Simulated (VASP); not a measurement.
A run of VASP 6.6.1 is set up as follows.

Contents of INCAR:

```
ALGO     = Normal         # electronic algorithm
EDIFF    = 1E-8           # SCF threshold, eV
ENCUT    = 600            # plane-wave cutoff, eV
GGA      = RP             # functional
IBRION   = 6              # ionic algorithm
ISIF     = 3              # what is computed and relaxed
ISMEAR   = -1             # smearing method
LASPH    = T              # aspherical terms in the spheres
LCHARG   = F              # write CHGCAR
LREAL    = F              # projectors in reciprocal space
LWAVE    = F              # write WAVECAR
NBANDS   = 10             # bands
NELM     = 100            # most SCF steps
NFREE    = 2            
NSW      = 1              # ionic steps
POTIM    = 0.015          # step
PREC     = Accurate       # precision mode
SIGMA    = 0.05           # smearing width, eV
```

The input KPOINTS:

```
k-points
0
Gamma
  3 3 3
```

File POSCAR:

```
Rb
1.0
    0.0000000000      3.6398850000      3.6398850000
    3.6398850000      0.0000000000      3.6398850000
    3.6398850000      3.6398850000      0.0000000000
Rb
1
Direct
    0.0000000000      0.0000000000      0.0000000000
```

Potentials or basis: VASP PAW PBE potentials, release 64 (Rb_sv).

The run is started by

```sh
$ cat potpaw_PBE.64/Rb_sv/POTCAR > POTCAR
$ mpirun -np 1 vasp_std > vasp.out
```

Question: What does it give for the elastic constants C11, C12, C44?

Answer: 0, 4, 3 GPa.

Question: Predict the Voigt bulk modulus.

Answer: 3 GPa.

Elastic tensor in Voigt notation (GPa, in the Cartesian axes of the cell as first typed):
```
0 4 4 0 0 0
4 0 4 0 0 0
4 4 0 0 0 0
0 0 0 3 0 0
0 0 0 0 3 0
0 0 0 0 0 3
```

Caveat: the k mesh is coarse (spacing up to 0.50 Å⁻¹), so the values aren't converged; the elastic tensor has a negative eigenvalue, so either the cell is unstable as it stands or the mesh is too thin; the PAW data sets were made with another functional, which shifts forces and pressure a little.
